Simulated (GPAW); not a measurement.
# HfN (F-43m) in GPAW: notebook

One crystal, HfN, is run at these levels: r2SCAN+U, PBE; tasks: single point.

Program: GPAW 26.7.0. These are calculated values, not measurements. Logs are shortened: lines on timing, memory, paths and dates and some standing lists are left out, and cuts for length are marked. The log counts tension as positive stress, the text compression.

### 1 Starting point

The structure is cubic, space group F-43m (No. 216). Conventional cell: a = 4.910 Å, b = 4.910 Å, c = 4.910 Å, α = 90.00°, β = 90.00°, γ = 90.00°. Around Hf (site symmetry -43m) lie 4 N at 2.13 Å. N (site symmetry -43m) is surrounded by 4 Hf at 2.13 Å.

The cell comes from a database or a generator and needn't be the stable form of this composition.

### 2 Single point, r2SCAN+U

run.py

```python
from ase.dft.bandgap import bandgap
from ase.io import write
from ase.spacegroup import crystal
from ase.units import GPa
from gpaw import GPAW, PW

# Hf 4a
# N 4d
atoms = crystal(['Hf', 'N'],
                basis=[[0.0, 0.0, 0.0],
                       [0.25, 0.25, 0.75]],
                spacegroup=216, setting=1,  # F-43m
                cellpar=[4.909644, 4.909644, 4.909644, 90.0, 90.0, 90.0],
                primitive_cell=True)

calc = GPAW(mode=PW(550),
            xc='MGGA_X_R2SCAN+MGGA_C_R2SCAN',
            kpts={'size': (8, 8, 8), 'gamma': True},
            occupations={'name': 'fermi-dirac', 'width': 0.05},
            setups={'Hf': ':d,2.0'},
            nbands=19,
            maxiter=120,
            txt='gpaw.txt')
atoms.calc = calc
energy = atoms.get_potential_energy()
forces = atoms.get_forces()
stress = atoms.get_stress()
calc.write('gs.gpw')
write('result.traj', atoms)
print(f'Energy: {energy:.6f} eV')
print('Forces (eV/A):')
print(forces.round(4))
print('Stress (GPa):', (stress / GPa).round(3))
print('Fermi level:', round(calc.get_fermi_level(), 4), 'eV')
print(f'Gap: {bandgap(calc)[0]:.4f} eV, direct: {bandgap(calc, direct=True)[0]:.4f} eV')
```

Potentials or basis: GPAW PAW data sets (gpaw-data 1.2.1), pw.

Run with:

```sh
$ OMP_NUM_THREADS=1 python run.py
```

gpaw.txt:

```text
__  _  _
 | _ |_)|_||  |
 |__||  | ||/\| - 26.7.0

Input parameters:
  mode=PW(ecut=550.0),
  kpts=MonkhorstPack(size=(8, 8, 8), gamma=True),
  maxiter=120,
  nbands=19,
  occupations=Occupations(name='fermi-dirac', width=0.05),
  setups={'Hf': ':d,2.0'},
  xc=XC(name='MGGA_X_R2SCAN+MGGA_C_R2SCAN')

Diagonalizing LCAO Hamiltonian
Converting LCAO to pw mode

                   N

       Hf

Atoms  # Å, Bohr magnetons
|   | symbol |        x |        y |        z |    initial magnetic moments |
|---|--------|----------|----------|----------|-----------------------------|
| 0 |     Hf | 0.000000 | 0.000000 | 0.000000 | ( 0.0000,  0.0000,  0.0000) |
| 1 |      N | 3.682233 | 3.682233 | 3.682233 | ( 0.0000,  0.0000,  0.0000) |

Unit cell  # Å
| periodic |        x |        y |        z |  lengths |    angles |
|----------|----------|----------|----------|----------|-----------|
|      yes | 0.000000 | 2.454822 | 2.454822 | 3.471643 | 60.000000 |
|      yes | 2.454822 | 0.000000 | 2.454822 | 3.471643 | 60.000000 |
|      yes | 2.454822 | 2.454822 | 0.000000 | 3.471643 | 60.000000 |

Number of symmetries: 24
Symmetry operations  # r_c * U_cc + t_c -> r_c
|    | kind |            matrix            |
|----|------|------------------------------|
|  0 |  E   |  1, 0, 0,  0, 1, 0,  0, 0, 1 |
|  1 |  σ   |  1, 0, 0,  0, 0, 1,  0, 1, 0 |
|  2 |  σ   |  1, 0,-1,  0, 1,-1,  0, 0,-1 |
|  3 |  C3  |  1, 0,-1,  0, 0,-1,  0, 1,-1 |
|  4 |  C3  |  1,-1, 0,  0,-1, 1,  0,-1, 0 |
|  5 |  σ   |  1,-1, 0,  0,-1, 0,  0,-1, 1 |
|  6 |  σ   |  0, 1, 0,  1, 0, 0,  0, 0, 1 |
|  7 |  C3  |  0, 1, 0,  0, 0, 1,  1, 0, 0 |
|  8 |  C2  |  0, 1,-1,  1, 0,-1,  0, 0,-1 |
|  9 |  S4  |  0, 1,-1,  0, 0,-1,  1, 0,-1 |
| 10 |  C3  |  0, 0, 1,  1, 0, 0,  0, 1, 0 |
| 11 |  σ   |  0, 0, 1,  0, 1, 0,  1, 0, 0 |
| 12 |  S4  |  0, 0,-1,  1, 0,-1,  0, 1,-1 |
| 13 |  C3  |  0, 0,-1,  0, 1,-1,  1, 0,-1 |
| 14 |  S4  |  0,-1, 1,  1,-1, 0,  0,-1, 0 |
| 15 |  C2  |  0,-1, 1,  0,-1, 0,  1,-1, 0 |
| 16 |  C3  |  0,-1, 0,  1,-1, 0,  0,-1, 1 |
| 17 |  S4  |  0,-1, 0,  0,-1, 1,  1,-1, 0 |
| 18 |  S4  | -1, 1, 0, -1, 0, 1, -1, 0, 0 |
| 19 |  C3  | -1, 1, 0, -1, 0, 0, -1, 0, 1 |
| 20 |  C3  | -1, 0, 1, -1, 1, 0, -1, 0, 0 |
| 21 |  S4  | -1, 0, 1, -1, 0, 0, -1, 1, 0 |
| 22 |  σ   | -1, 0, 0, -1, 1, 0, -1, 0, 1 |
| 23 |  C2  | -1, 0, 0, -1, 0, 1, -1, 1, 0 |

BZ-sampling:
  Number of BZ points: 512
  Number of IBZ points: 29

  Monkhorst-Pack size: [8, 8, 8]
  Monkhorst-Pack shift: [0.0625, 0.0625, 0.0625]

K-points  # in reciprocal-cell coordinates
|     |                                coordinates |     weight |
|-----|--------------------------------------------|------------|
|   0 | (  0.00000000,   0.00000000,   0.00000000) | 0.00195312 |
|   1 | (  0.12500000,   0.12500000,   0.00000000) | 0.01171875 |
|   2 | (  0.12500000,   0.12500000,   0.12500000) | 0.01562500 |
|   3 | (  0.25000000,   0.12500000,   0.12500000) | 0.02343750 |
|   4 | (  0.25000000,   0.25000000,   0.00000000) | 0.01171875 |
|   5 | (  0.25000000,   0.25000000,   0.12500000) | 0.04687500 |
|   6 | (  0.25000000,   0.25000000,   0.25000000) | 0.01562500 |
|   7 | (  0.37500000,   0.25000000,  -0.37500000) | 0.04687500 |
|   8 | (  0.37500000,   0.25000000,   0.12500000) | 0.04687500 |
|   9 | (  0.37500000,   0.25000000,   0.25000000) | 0.04687500 |
| ... |                                            |            |
|  28 | (  0.50000000,   0.50000000,   0.50000000) | 0.00781250 |

Plane wave coefficients: 893
Cutoff: 550.0 eV

Spin-components: 1 (collinear spins)
Bands:           19
Projectors:      11
Spin-degeneracy: 2
Datatype:        complex128

Parallelization:
  kpt:    1
  domain: 1
  band:   1

Density:
  Valence electrons: 17.0
  Components: 1
  Grid points: [20 20 20]
  Charge: 0.0  # |e|

Potential:
  Grid points: [20 20 20]

species:
  Hf:
    name:    Hafnium
    Z:       72.0
    valence: 12
    core:    60
    charge:  0.0  # [|e|]
    Hubbard: {U: 2.0,  # eV
              l: 2,
              scale: True}
    compensation charges:
      type: gauss
      rc: 0.41  # [Å]
      lmax: 2
    cutoffs:
      filter: 2.36  # [Å]
      core: 4.02  # [Å]
    projectors
    | kind |    occ | energy [eV] | rcut [Å] |
    |------|--------|-------------|----------|
    |   5s |  2.000 |     -66.831 |    1.397 |
    |   6s |  2.000 |      -5.097 |    1.397 |
    |   5p |  6.000 |     -35.599 |    1.307 |
    |   6p |  0.000 |      -1.401 |    1.307 |
    |   5d |  2.000 |      -2.699 |    1.334 |
    |    d |        |      24.513 |    1.334 |

    Using partial waves for Hf as LCAO basis

  N:
    name:    Nitrogen
    Z:       7.0
    valence: 5
    core:    2
    charge:  0.0  # [|e|]
    compensation charges:
      type: gauss
      rc: 0.18  # [Å]
      lmax: 2
    cutoffs:
      filter: 1.11  # [Å]
      core: 0.96  # [Å]
    projectors
    | kind |    occ | energy [eV] | rcut [Å] |
    |------|--------|-------------|----------|
    |   2s |  2.000 |     -18.583 |    0.603 |
    |   2p |  3.000 |      -7.089 |    0.529 |
    |    s |        |       8.629 |    0.603 |
    |    p |        |      20.123 |    0.529 |
    |    d |        |       0.000 |    0.577 |

    Using partial waves for N as LCAO basis

Reference energy: -411367.836780  # eV

eigensolver:
  PPCG
  Converge bands: occupied
  niter=2

density mixing:
  MSR1-Mixer
  Pratt-step length: 0.05
  Maximum mixing coefficient: 0.75
  Old densities: 10
  SVD Regularization: 0.005
  Good broyden scale: 1.0
  Trust region scale: 1.0
  Backstep threshold: 4.0
  History deletion threshold: 6.0
  Fourier metric: weight=20.0, sigma=0.015

occupation numbers:
  Fermi-Dirac:
    width: 0.0500  # eV

poisson solver:
  ecut: 4400.0  # eV

xc functional:
  name: MGGA_X_R2SCAN+MGGA_C_R2SCAN with 2 nearest neighbor stencil

convergence criteria:
- Maximum [total energy] change in last 3 cyles: 0.0005 eV / valence electron
- Maximum integral of absolute [dens]ity change: 0.0001 electrons / valence electron
- Maximum integral of absolute [eigenst]ate change: 4e-08 eV^2 / valence electron
maximum number of iterations: 120

SCF iterations
|iter     | |      energy | eigst |  dens |
|---------|-|-------------|-------|-------|
|iter:   1| |  -37.094405 | -0.04 |       |
|iter:   2| |  -32.264334 | -1.53 | -0.81 |
|iter:   3| |  -30.810649 | -0.96 | -0.87 |
|iter:   4| |  -30.892164 | -2.18 | -1.46 |
|iter:   5| |  -30.923703 | -2.79 | -1.70 |
|iter:   6| |  -30.923698 | -4.36 | -2.73 |
|iter:   7| |  -30.923825c| -5.41 | -3.05 |
|iter:   8| |  -30.923834c| -6.69 | -3.80 |
|iter:   9| |  -30.923834c| -8.32c| -4.63c|

Converged in 9 steps
Energy contributions relative to reference atoms: (reference = -411367.836780)

Energy contributions:
  Kinetic:          25.505655
  Coulomb:         -26.196836
  Zero:             -0.425274
  External:          0.000000
  Xc:              -29.805247
  Entropy:          -0.004263
  Spinorbit:         0.000000
  ----------------------------
  Free energy:     -30.925966
  Extrapolated:    -30.923834

dipole moment: (-16.738117, -16.738117, -16.738117)  # |e|*Ang

Fermi level: 10.321
Eigenvalues  # (at kpt = [0.000, 0.000, 0.000])
| band index |      eig [eV] | occ [0-2] |
|------------|---------------|-----------|
|          0 |       -54.506 |     2.000 |
|          1 |       -22.527 |     2.000 |
|          2 |       -22.527 |     2.000 |
|          3 |       -22.527 |     2.000 |
|          4 |        -7.038 |     2.000 |
|          5 |         4.536 |     2.000 |
|          6 |         4.536 |     2.000 |
|          7 |         4.537 |     2.000 |
|          8 |         9.458 |     2.000 |
|          9 |        13.461 |     0.000 |
|         10 |        13.461 |     0.000 |
|         11 |        17.285 |     0.000 |
|         12 |        17.286 |     0.000 |
|         13 |        17.286 |     0.000 |
|         14 |        24.245 |     0.000 |
|         15 |        24.245 |     0.000 |
|         16 |        24.245 |     0.000 |
|        ... |               |           |
|         18 |        31.959 |     0.000 |

No gap
No difference between direct/indirect transitions

Forces  # eV/Ang
|       x |        y |        z |
|---------|----------|----------|
| 0.00000 | -0.00000 | -0.00000 |  # Hf   0
| 0.00000 |  0.00000 |  0.00000 |  # N    1

Stress tensor  # eV/Ang^3
|         x |         y |        z |
|-----------|-----------|----------|
|  0.020353 | -0.000000 | 0.000000 |
| -0.000000 |  0.020353 | 0.000000 |
|  0.000000 |  0.000000 | 0.020353 |

# Writing to gs.gpw (mode='')
```

Run time: 26 s. Hardware: 1 thread of Arm Neoverse V1, shared host; peak memory 0.26 GiB.

These settings aren't checked as converged: the numbers below hold their error.

Results:

- Free energy: -30.9260 eV
- Pressure: -3.3 GPa
- Band gap on the k mesh: none (metal or under the smearing width)

Caveat: the cutoff is short for stress and forces, so pressures can be off by a GPa or more; the PAW data sets were made with another functional, which shifts forces and pressure a little; U without spin polarisation on a metal has little footing.

### 3 Single point, PBE

run.py

```python
from ase import Atoms
from ase.dft.bandgap import bandgap
from ase.io import write
from ase.units import GPa
from gpaw import GPAW, PW

atoms = Atoms(['Hf', 'N'],
              cell=[[0.0, 2.454822, 2.454822],
                    [2.454822, 0.0, 2.454822],
                    [2.454822, 2.454822, 0.0]],
              scaled_positions=[[0.0, 0.0, 0.0],
                                [0.25, 0.25, 0.25]],
              pbc=True)

calc = GPAW(mode=PW(650),
            xc='PBE',
            kpts={'size': (8, 8, 8), 'gamma': True},
            occupations={'name': 'fermi-dirac', 'width': 0.05},
            nbands=19,
            maxiter=120,
            txt='gpaw.txt')
atoms.calc = calc
energy = atoms.get_potential_energy()
forces = atoms.get_forces()
stress = atoms.get_stress()
calc.write('gs.gpw')
write('result.traj', atoms)
print(f'Energy: {energy:.6f} eV')
print('Forces (eV/A):')
print(forces.round(4))
print('Stress (GPa):', (stress / GPa).round(3))
print('Fermi level:', round(calc.get_fermi_level(), 4), 'eV')
print(f'Gap: {bandgap(calc)[0]:.4f} eV, direct: {bandgap(calc, direct=True)[0]:.4f} eV')
```

Potentials or basis: GPAW PAW data sets (gpaw-data 1.2.1), pw.

Run with:

```sh
$ OMP_NUM_THREADS=1 python run.py
```

gpaw.txt:

```text
__  _  _
 | _ |_)|_||  |
 |__||  | ||/\| - 26.7.0

Input parameters:
  mode=PW(ecut=650.0),
  kpts=MonkhorstPack(size=(8, 8, 8), gamma=True),
  maxiter=120,
  nbands=19,
  occupations=Occupations(name='fermi-dirac', width=0.05),
  xc=XC(name='PBE')

Diagonalizing LCAO Hamiltonian
Converting LCAO to pw mode

           N

       Hf

Atoms  # Å, Bohr magnetons
|   | symbol |        x |        y |        z |    initial magnetic moments |
|---|--------|----------|----------|----------|-----------------------------|
| 0 |     Hf | 0.000000 | 0.000000 | 0.000000 | ( 0.0000,  0.0000,  0.0000) |
| 1 |      N | 1.227411 | 1.227411 | 1.227411 | ( 0.0000,  0.0000,  0.0000) |

Unit cell  # Å
| periodic |        x |        y |        z |  lengths |    angles |
|----------|----------|----------|----------|----------|-----------|
|      yes | 0.000000 | 2.454822 | 2.454822 | 3.471643 | 60.000000 |
|      yes | 2.454822 | 0.000000 | 2.454822 | 3.471643 | 60.000000 |
|      yes | 2.454822 | 2.454822 | 0.000000 | 3.471643 | 60.000000 |

Number of symmetries: 24
Symmetry operations  # r_c * U_cc + t_c -> r_c
|    | kind |            matrix            |
|----|------|------------------------------|
|  0 |  E   |  1, 0, 0,  0, 1, 0,  0, 0, 1 |
|  1 |  σ   |  1, 0, 0,  0, 0, 1,  0, 1, 0 |
|  2 |  σ   |  1, 0,-1,  0, 1,-1,  0, 0,-1 |
|  3 |  C3  |  1, 0,-1,  0, 0,-1,  0, 1,-1 |
|  4 |  C3  |  1,-1, 0,  0,-1, 1,  0,-1, 0 |
|  5 |  σ   |  1,-1, 0,  0,-1, 0,  0,-1, 1 |
|  6 |  σ   |  0, 1, 0,  1, 0, 0,  0, 0, 1 |
|  7 |  C3  |  0, 1, 0,  0, 0, 1,  1, 0, 0 |
[... 137 lines left out ...]
  ecut: 5200.0  # eV

xc functional:
  name: PBE with 2 nearest neighbor stencil

convergence criteria:
- Maximum [total energy] change in last 3 cyles: 0.0005 eV / valence electron
- Maximum integral of absolute [dens]ity change: 0.0001 electrons / valence electron
- Maximum integral of absolute [eigenst]ate change: 4e-08 eV^2 / valence electron
maximum number of iterations: 120

SCF iterations
|iter     | |      energy | eigst |  dens |
|---------|-|-------------|-------|-------|
|iter:   1| |  -21.130244 | -0.08 |       |
|iter:   2| |  -20.366188 | -2.05 | -0.83 |
|iter:   3| |  -18.679538 | -1.24 | -0.89 |
|iter:   4| |  -18.681418 | -2.74 | -1.50 |
|iter:   5| |  -18.690022 | -3.17 | -1.72 |
|iter:   6| |  -18.689930 | -5.23 | -2.84 |
|iter:   7| |  -18.689946c| -5.98 | -3.26 |
|iter:   8| |  -18.689948c| -7.30 | -3.99 |
|iter:   9| |  -18.689948c| -8.10c| -4.81c|

Converged in 9 steps
Energy contributions relative to reference atoms: (reference = -411367.836780)

Energy contributions:
  Kinetic:          19.816514
  Coulomb:         -21.301245
  Zero:             -0.336048
  External:          0.000000
  Xc:              -16.867134
  Entropy:          -0.004068
  Spinorbit:         0.000000
  ----------------------------
  Free energy:     -18.691982
  Extrapolated:    -18.689948

dipole moment: (-18.865710, -18.865710, -18.865710)  # |e|*Ang

Fermi level: 10.087
Eigenvalues  # (at kpt = [0.000, 0.000, 0.000])
| band index |      eig [eV] | occ [0-2] |
|------------|---------------|-----------|
|          0 |       -52.308 |     2.000 |
|          1 |       -21.071 |     2.000 |
|          2 |       -21.071 |     2.000 |
|          3 |       -21.071 |     2.000 |
|          4 |        -6.067 |     2.000 |
|          5 |         4.637 |     2.000 |
[... 9 lines left out ...]
|         15 |        23.497 |     0.000 |
|         16 |        23.497 |     0.000 |
|        ... |               |           |
|         18 |        31.128 |     0.000 |

No gap
No difference between direct/indirect transitions

Forces  # eV/Ang
|        x |       y |        z |
|----------|---------|----------|
| -0.00000 | 0.00000 | -0.00000 |  # Hf   0
|  0.00000 | 0.00000 | -0.00000 |  # N    1

Stress tensor  # eV/Ang^3
|         x |         y |         z |
|-----------|-----------|-----------|
|  0.005897 | -0.000000 | -0.000000 |
| -0.000000 |  0.005897 |  0.000000 |
| -0.000000 |  0.000000 |  0.005897 |

# Writing to gs.gpw (mode='')
```

stdout:

```text
Energy: -18.689948 eV
Forces (eV/A):
[[-0.  0. -0.]
 [ 0.  0. -0.]]
Stress (GPa): [ 0.945  0.945  0.945  0.    -0.    -0.   ]
Fermi level: 10.0866 eV
Gap: 0.0000 eV, direct: 0.0000 eV
```

Wall time 15 s (1 thread of Arm Neoverse V1, shared host); peak memory 0.14 GiB.

Results:

```
Free energy            : -18.6920 eV
Pressure               : -0.9 GPa
Band gap on the k mesh : none (metal or under the smearing width)
```

Levels at points of the mesh, in eV from the Fermi level:
| k point | band 5 | band 6 | band 7 | band 8 | band 9 | band 10 | band 11 | band 12 | band 13 | band 14 |
| --- | --- | --- | --- | --- | --- | --- | --- | --- | --- | --- |
| (0.00, 0.00, 0.00) | -16.15 | -5.45 | -5.45 | -5.45 | -0.71 | 2.23 | 2.23 | 6.58 | 6.58 | 6.58 |
| (0.50, 0.50, 0.00) | -14.74 | -6.88 | -3.61 | -3.61 | -1.16 | 2.21 | 4.02 | 4.65 | 4.65 | 10.18 |
| (0.50, 0.50, 0.50) | -15.10 | -5.72 | -4.86 | -4.86 | 1.53 | 2.73 | 2.73 | 4.29 | 5.24 | 5.24 |

Caveat: the cutoff is short for stress and forces, so pressures can be off by a GPa or more.
